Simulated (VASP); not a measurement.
VASP 6.6.1 run: MgS

INCAR

```
PREC = Accurate
IBRION = 2
EDIFF = 1E-7
GGA = CA
NSW = 40
SIGMA = 0.02
EDIFFG = -0.02
ENCUT = 600
NELM = 120
NBANDS = 11
LCHARG = .FALSE.
ISMEAR = -1
ISIF = 3
LREAL = .FALSE.
LASPH = .TRUE.
LWAVE = .FALSE.
ALGO = VeryFast
```

KPOINTS

```
KPOINTS created by Atomic Simulation Environment
0
Gamma
8 8 8
0 0 0
```

POSCAR

```
Mg S
 1.0000000000000000
     0.0000000000000000    2.8484709019592778    2.8484709019592778
     2.8484709019592778    0.0000000000000000    2.8484709019592778
     2.8484709019592778    2.8484709019592778    0.0000000000000000
 Mg  S
   1   1
Cartesian
  0.0000000000000000  0.0000000000000000  0.0000000000000000
  1.4242354509796389  1.4242354509796389  1.4242354509796389
```

The recommended LDA PAW datasets give the neutral cell 8 valence electrons.

Command

```
mpirun -np 1 vasp_std
```

OSZICAR

```
N       E                     dE             d eps       ncg     rms          rms(c)
RMM:   1     0.414737458968E+02    0.41474E+02   -0.17501E+03   319   0.468E+02
RMM:   2     0.570912876193E+01   -0.35765E+02   -0.34273E+02   319   0.992E+01
RMM:   3    -0.640277204012E+01   -0.12112E+02   -0.95101E+01   319   0.439E+01
RMM:   4    -0.946236271218E+01   -0.30596E+01   -0.20972E+01   319   0.251E+01
RMM:   5    -0.984872942115E+01   -0.38637E+00   -0.31087E+00   319   0.104E+01
RMM:   6    -0.991346037204E+01   -0.64731E-01   -0.53185E-01   319   0.469E+00
RMM:   7    -0.992511630202E+01   -0.11656E-01   -0.10626E-01   319   0.225E+00
RMM:   8    -0.992768633941E+01   -0.25700E-02   -0.23711E-02   319   0.113E+00
RMM:   9    -0.992827044594E+01   -0.58411E-03   -0.55436E-03   638   0.577E-01
RMM:  10    -0.992846415733E+01   -0.19371E-03   -0.18854E-03   638   0.332E-01
...
   2 F= -.93932839E+01 E0= -.93932839E+01  d E =-.283152E-01
       N       E                     dE             d eps       ncg     rms          rms(c)
RMM:   1    -0.939711137155E+01   -0.38275E-02   -0.38007E-02   638   0.111E+00    0.233E-01
RMM:   2    -0.939467089268E+01    0.24405E-02   -0.24626E-03   638   0.302E-01    0.138E-01
RMM:   3    -0.939426846161E+01    0.40243E-03   -0.22702E-03   638   0.222E-01    0.614E-02
RMM:   4    -0.939420658132E+01    0.61880E-04   -0.98298E-05   638   0.617E-02    0.330E-02
RMM:   5    -0.939419690682E+01    0.96745E-05   -0.42855E-05   638   0.324E-02    0.160E-02
RMM:   6    -0.939419228434E+01    0.46225E-05   -0.54466E-06   638   0.123E-02    0.255E-03
RMM:   7    -0.939419229674E+01   -0.12401E-07   -0.65449E-07   638   0.516E-03
   3 F= -.93941923E+01 E0= -.93941923E+01  d E =-.292236E-01
```

From OUTCAR

```
k-points           NKPTS =     29   k-points in BZ     NKDIM =     29   number of bands    NBANDS=     11

   NELECT =       8.0000    total number of electrons

   dimension x,y,z NGX =    32 NGY =   32 NGZ =   32
   dimension x,y,z NGXF=    64 NGYF=   64 NGZF=   64

  energy-cutoff  :      600.00
  volume of cell :       43.54
      direct lattice vectors                 reciprocal lattice vectors
     0.000000000  2.792138076  2.792138076    -0.179074239  0.179074239  0.179074239
     2.792138076  0.000000000  2.792138076     0.179074239 -0.179074239  0.179074239
     2.792138076  2.792138076 -0.000000000     0.179074239  0.179074239 -0.179074239

 k-points in reciprocal lattice and weights: KPOINTS created by Atomic Simulation Env
   0.00000000  0.00000000  0.00000000       0.002
   0.12500000  0.00000000  0.00000000       0.016
   0.25000000  0.00000000  0.00000000       0.016
   0.37500000  0.00000000  0.00000000       0.016
   0.50000000  0.00000000  0.00000000       0.008
   0.12500000  0.12500000  0.00000000       0.012
   0.25000000  0.12500000  0.00000000       0.047
   0.37500000  0.12500000  0.00000000       0.047
   ...

 E-fermi :   1.6419

 k-point     1 :       0.0000    0.0000    0.0000
  band No.  band energies     occupation
      1     -10.2190      2.00000
      2       1.1606      2.00000
      3       1.1606      2.00000
      4       1.1606      2.00000
      5       4.5639      0.00000
      6       9.0330      0.00000
      7       9.0330      0.00000
      8       9.0330      0.00000
      9      11.9874      0.00000
     10      11.9874      0.00000
     11      14.8640      0.00000

 k-point     2 :       0.1250    0.0000    0.0000
  band No.  band energies     occupation
      1     -10.1221      2.00000
      2       0.4258      2.00000
      3       1.1036      2.00000
      4       1.1036      2.00000
      5       5.2539      0.00000
      6       8.8485      0.00000
      7       9.2178      0.00000
      8       9.2178      0.00000
      9      11.4940      0.00000
     10      11.4940      0.00000
     11      15.8817      0.00000

 k-point     3 :       0.2500    0.0000    0.0000
  band No.  band energies     occupation
      1      -9.8694      2.00000
      2      -0.8250      2.00000
      3       0.9756      2.00000
      4       0.9756      2.00000
      5       6.0921      0.00000
      6       8.9254      0.00000
      7       9.2418      0.00000
      8       9.2418      0.00000
      9      11.5514      0.00000
     10      11.5514      0.00000
     11      13.3299      0.00000

 k-point     4 :       0.3750    0.0000    0.0000
  band No.  band energies     occupation
      1      -9.5833      2.00000
      2      -1.8166      2.00000
      3       0.8589      2.00000
      4       0.8589      2.00000
      5       6.2229      0.00000
      6       8.8582      0.00000
      7       8.8582      0.00000
      8       9.5090      0.00000
      9      12.9069      0.00000
     10      12.9069      0.00000
     11      13.3773      0.00000

 k-point     5 :       0.5000    0.0000    0.0000
  band No.  band energies     occupation
      1      -9.4520      2.00000
      2      -2.1955      2.00000
      3       0.8135      2.00000
      4       0.8135      2.00000
      5       6.1795      0.00000
      6       8.6784      0.00000
      7       8.6784      0.00000
      8       9.7294      0.00000
      9      14.0573      0.00000
     10      14.4418      0.00000
     11      15.6090      0.00000

 ...

  Total        0.0020804      0.0020804      0.0020804      0.0000000      0.0000000      0.0000000
  in kB        0.0765634      0.0765634      0.0765634      0.0000000      0.0000000      0.0000000
  external PRESSURE =       0.0765634 kB  Pullay stress =       0.0000000 kB

 POSITION                                       TOTAL-FORCE (eV/Angst)
 -----------------------------------------------------------------------------------
      0.00000      0.00000      0.00000         0.000000      0.000000      0.000000
      1.39607      1.39607      1.39607        -0.000000     -0.000000     -0.000000
 -----------------------------------------------------------------------------------
    total drift:                               -0.000000     -0.000000      0.000000

  FREE ENERGIE OF THE ION-ELECTRON SYSTEM (eV)
  ---------------------------------------------------
  free  energy   TOTEN  =        -9.3941922967 eV

  energy  without entropy=       -9.3941922967  energy(sigma->0) =       -9.39419230
```

```tsv
ionic step	ΔE (meV/atom)	volume (Å³)	largest force (eV/Å)	pressure (GPa)	electronic steps
1	0.0	46.22	0.000	-3.32	22
2	-14.2	43.09	0.000	0.66	10
3	-14.6	43.54	0.000	0.01	7
```

It converged. Results: relaxed cell vector lengths 3.949, 3.949, 3.949 Å; relaxed cell volume 43.54 Å³.

For comparison, a separate LDA relaxation on usual settings, not on those above, ends at 43.54 Å³.

The run above took about 15 s on one core of a shared host (Intel Xeon 6975P-C) and held 0.17 GiB at most.
